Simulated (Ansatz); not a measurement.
The cell is COD entry 9008845, as deposited and not checked against the literature; nothing was relaxed. The listed cell was then made from it by scaling, straining or moving an atom.

An input for GaAs: DFT, PBEsol, all-electron LAPW, scalar-relativistic (Ansatz 0.2.0).

```yaml
crystal:
  lattice:
    - [0.0, 2.7886446409, 2.7886446409]
    - [2.7886446409, 0.0, 2.7886446409]
    - [2.7886446409, 2.7886446409, 0.0]
  atoms:
    - { symbol: Ga, position: [0.0, 0.0, 0.0] }
    - { symbol: As, position: [0.75, 0.75, 0.75] }
kpoints:
  mp_grid: { grid: [10, 10, 10] }
scf:
  occupations: { method: fermi_dirac, width: 0.08 }
hamiltonian:
  xc: pbesol
  pseudopotentials: { kind: all_electron, lapw: { basis_error: 0.001 } }
output:
  forces: true
  stress: true
  eigenvalues: true
```

The results part of the log:

```
SCF 1 converged in 7 iterations: F = -114341.490890 eV  dr2 = 3.99e-8
SCF converged after 7 iterations
Free energy (F): -114341.490890 eV
Harris-Foulkes:  -114341.490890 eV  (|F-HF|=5.00e-8)
Internal energy: -114341.490838 eV  (E = F + TS)
E sigma→0 (E₀):  -114341.490864 eV
Entropy (-TS):   -0.000052 eV (-0.026 meV/atom)
Fermi energy:    10.282355 eV
--- Per-component energies (eV) ---
  E_band       = -2099.388491
  E_kinetic    = 116743.566049
  E_xc         = -4258.342997
  E_electrostatic = -226826.713890  (all electrons and nuclei)
  E_smearing   = -0.000052  (= −TS)
  E_closure    = 0.000000  (closes the sum)
  E_atoms      = -114332.430773  (free atoms, spherical and without spin; not in F)
  Σ components = -114341.490890   (vs F -114341.490890, Δ=0.00e0)
  Basis errors (estimates in eV, not in F): energy 4.4e-4 per atom: plane waves 4.0e-4 (2.3e-4 summed), levels above the bands 2.0e-46, relativity 7.4e-9, radial functions 4.4e-5, core shells 9.6e-11; eigenvalues (radial functions only) 9.5e-7; not estimated: angular momenta, meshes, grids; target (lapw.basis_error) 1.0e-3; muffin-tin radii Ga 1.217 Å, As 1.198 Å
--- Forces (eV/Å), atoms counted from 1 ---
  atom   1  Ga     0.00000000    -0.00000000    -0.00000000
  atom   2  As    -0.00000000     0.00000000    -0.00000000
  max |Σ_I F_I| component: 8.10e-18 eV/Å
--- Stress (GPa, compression-positive) ---
        3.357799      -0.000000      -0.000000
       -0.000000       3.357799       0.000000
       -0.000000       0.000000       3.357799
  P = ⅓ Tr σ = 3.3578 GPa (33.578 kbar)
--- Band table (eV; the first three rows and the last of 47) ---
  k-point 0: bands = ["-174.5562", "-133.4669", "-118.1175", "-118.1175", "-118.1175", "-84.3692", "-84.3692", "-84.3692", "-25.3809", "-25.3809", "-25.3809", "-25.3693", "-25.3693", "-5.0130", "-5.0130", "-5.0130", "-4.9232", "-4.9232", "-3.2156", "9.8384", "9.8384", "9.8384", "10.5930", "13.5504", "13.5504", "13.5504", "17.3735"]
  k-point 1: bands = ["-174.5562", "-133.4669", "-118.1175", "-118.1175", "-118.1175", "-84.3692", "-84.3692", "-84.3692", "-25.3808", "-25.3808", "-25.3808", "-25.3693", "-25.3693", "-5.0245", "-5.0103", "-5.0103", "-4.9234", "-4.9234", "-3.0898", "8.3370", "9.6676", "9.6676", "11.4831", "13.8004", "13.8004", "13.8325", "18.0568"]
  k-point 2: bands = ["-174.5562", "-133.4669", "-118.1175", "-118.1175", "-118.1175", "-84.3692", "-84.3692", "-84.3692", "-25.3808", "-25.3805", "-25.3805", "-25.3693", "-25.3693", "-5.0518", "-5.0037", "-5.0037", "-4.9234", "-4.9234", "-2.7292", "6.4714", "9.3029", "9.3029", "11.5148", "14.2794", "14.2794", "15.0972", "18.8152"]
  k-point 46: bands = ["-174.5562", "-133.4669", "-118.1175", "-118.1175", "-118.1175", "-84.3692", "-84.3692", "-84.3692", "-25.3809", "-25.3798", "-25.3787", "-25.3696", "-25.3685", "-5.1321", "-4.9743", "-4.9622", "-4.9377", "-4.9178", "-0.4566", "2.9921", "6.1513", "6.3236", "13.6891", "13.9440", "16.2184", "16.5692", "21.1641"]
```
